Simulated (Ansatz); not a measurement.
Input and command of a calculation in Ansatz (plane waves; scalar-relativistic PAW potentials unless the input names others):

```yaml
crystal:
  lattice:
    - [-3.3233910707, 3.212397864, 3.3233910707]
    - [3.3251994948, -3.212397864, 3.3251994948]
    - [3.3233910707, 3.212397864, -3.3233910707]
  atoms:
    - { symbol: Ti, position: [-0.0212936737, 0.0243686871, -0.0095061993] }
    - { symbol: Ti, position: [0.0456623608, 0.0243686871, 0.5338748864] }
    - { symbol: Ti, position: [-0.0002034054, 0.5333077501, -0.0207439068] }
    - { symbol: Ti, position: [-0.0211667334, 0.5010476188, 0.4670457922] }
    - { symbol: Ti, position: [0.4586564961, -0.0078914442, -0.0208030025] }
    - { symbol: Ti, position: [0.5334520598, -0.0078914442, 0.5129115584] }
    - { symbol: Ti, position: [0.5335111555, 0.5333077501, 0.0540516569] }
    - { symbol: Ti, position: [0.5222143523, 0.5010476188, 0.5340018267] }
    - { symbol: H, position: [0.1313540765, 0.262708153, 0.3813540765] }
basis:
  ecutwfc: 420
kpoints:
  mp_grid: { grid: [6, 6, 6] }
hamiltonian:
  xc: pbe
scf:
  occupations: { method: gaussian, width: 0.1 }
  mixing: { algorithm: broyden, beta: 0.7, ndim: 8 }
output:
  forces: true
  eigenvalues: true
  stress: true
```

```bash
ansatz run input.yaml --threads 2 --pin off --max-ram 5120MiB --backend cpu --events-out ev --progress --plain --runs-dir out
```

Abridged log:
```
Pseudopotentials: kind: paw
Pseudopotential: Ti, paw, valence charge 12, recommended cutoff 420 eV (normal)
Pseudopotential: H, paw, valence charge 1, recommended cutoff 420 eV (normal)
Functional definition: PBE
Crystal: 9 atoms, lattice volume = 142.000 Å³
Basis set: ecut = 420 eV, 2787 PW (Γ), exchange–correlation on 80×80×80 points (8 copies of the dense FFT grid, shifted against one another)
Bands: 59, of which v1, the nominal top of the filled ones, is band 49 counted from 1 (48 counted from 0)
Symmetry: 4 space group operations
Space group: F222 (ITA 22), of the structure as read, at distance tolerance 5.2e-5 Å
k-points: 46 of 216 (time reversal used)
Initial density: superposition of atomic densities (neutral atoms: chi_scale 0, normalization atom), corrected by the library's trained network
Initial wavefunctions: pseudopotential atomic-orbital guess
Functional: x = pbe(κ = 0.804, μ = 0.21951497), c = pbe(β = 0.06672455)
SCF iter   1: F=—  HF=-20013.419164 eV  |F-HF|=—  |Δ(HF+E_count)|=         —  Δρ=1.06e-2  dr2=3.69e-1  ethr=1.77e-3  ⟨swp⟩=6.2  Hψ=10920  notcnv=0
SCF iter   2: F=—  HF=-20013.498317 eV  |F-HF|=—  |Δ(HF+E_count)|=   7.92e-2  Δρ=2.37e-2  dr2=1.63e0  ethr=3.81e-4  ⟨swp⟩=3.0  Hψ=4515  notcnv=0  defer=104  κ⁻¹=1.0e0(r=1)
SCF iter   3: F=—  HF=-20013.398461 eV  |F-HF|=—  |Δ(HF+E_count)|=   9.99e-2  Δρ=3.17e-3  dr2=3.03e-2  ethr=3.81e-4  ⟨swp⟩=3.1  Hψ=3868  notcnv=0  defer=104  κ⁻¹=1.0e-3(r=2)
SCF iter   4: F=—  HF=-20013.396294 eV  |F-HF|=—  |Δ(HF+E_count)|=   2.17e-3  Δρ=6.63e-4  dr2=6.06e-4  ethr=3.12e-5  ⟨swp⟩=1.9  Hψ=3215  notcnv=0  defer=78  κ⁻¹=4.0e-4(r=3)
SCF iter   5: F=—  HF=-20013.396183 eV  |F-HF|=—  |Δ(HF+E_count)|=   1.12e-4  Δρ=2.91e-4  dr2=1.68e-4  ethr=6.25e-7  ⟨swp⟩=2.3  Hψ=4011  notcnv=0  defer=77  κ⁻¹=1.8e-5(r=4)
SCF iter   6: F=—  HF=-20013.396174 eV  |F-HF|=—  |Δ(HF+E_count)|=   8.78e-6  Δρ=5.30e-5  dr2=3.39e-6  ethr=1.74e-7  ⟨swp⟩=2.0  Hψ=3199  notcnv=0  defer=77  κ⁻¹=8.0e-7(r=5)
SCF iter   7: F=—  HF=-20013.396174 eV  |F-HF|=—  |Δ(HF+E_count)|=   3.90e-7  Δρ=1.56e-5  dr2=5.48e-7  ethr=3.49e-9  ⟨swp⟩=1.8  Hψ=2905  notcnv=0  defer=71  κ⁻¹=4.9e-8(r=6)
SCF iter   8: F=-20013.396174 eV  HF=-20013.396174 eV  |F-HF|=2.54e-8  |Δ(HF+E_count)|=   5.37e-9  Δρ=4.57e-6  dr2=3.97e-8  ethr=1.03e-10  ⟨swp⟩=10.4  Hψ=9515  notcnv=0
SCF 1 converged in 8 iterations: F = -20013.396174 eV  dr2 = 3.97e-8
SCF converged after 8 iterations
Stability not checked: this state was not tested for a lower state beside it, because the mixer in use, unlike msr1, does not test its closes by its own steps (another_mixer; see scf.mixing.algorithm and scf.lower_state_search)
Free energy (F): -20013.396174 eV
Harris-Foulkes:  -20013.396174 eV  (|F-HF|=2.54e-8)
Internal energy: -20013.329831 eV  (E = F + TS)
E sigma→0 (E₀):  -20013.363002 eV
Entropy (-TS):   -0.066344 eV (-7.372 meV/atom)
Fermi energy:    12.923957 eV
--- Forces (eV/Å), atoms counted from 1 ---
  atom   1  Ti    -0.00090526    -0.00479517     0.00171474
  atom   2  Ti     0.00171474     0.00479517    -0.00090526
  atom   3  Ti    -0.00163599    -0.00195591    -0.00513286
  atom   4  Ti     0.00090526    -0.00479517    -0.00171474
  atom   5  Ti     0.00163599    -0.00195591     0.00513286
  atom   6  Ti     0.00513286     0.00195591     0.00163599
  atom   7  Ti    -0.00513286     0.00195591    -0.00163599
  atom   8  Ti    -0.00171474     0.00479517     0.00090526
  atom   9  H      0.00000000     0.00000000     0.00000000
--- Stress (GPa, compression-positive) ---
       -0.018357       0.000000      -0.019760
        0.000000       0.000492       0.000000
       -0.019760       0.000000      -0.018357
  P = ⅓ Tr σ = -0.0121 GPa (-0.121 kbar)
```

Apart from outputs, empty bands and the relaxation, which only the reference makes, the input differs from a reference run on usual settings in scf.mixing.algorithm: not typed → "broyden"; scf.mixing.beta: not typed → 0.7; scf.mixing.ndim: not typed → 8. The reference, at the same geometry, ended its own course with pressure -0.01 GPa, largest force 0.006 eV/Å, no gap on the mesh. This run converged in 8 SCF iterations with an energy at zero smearing within 0.01 meV/atom of the reference's, pressure -0.01 GPa, largest force 0.006 eV/Å, no gap on the mesh.

Time: 22 s on 2 threads of Arm Neoverse V1 (shared host), peak memory 0.54 GiB.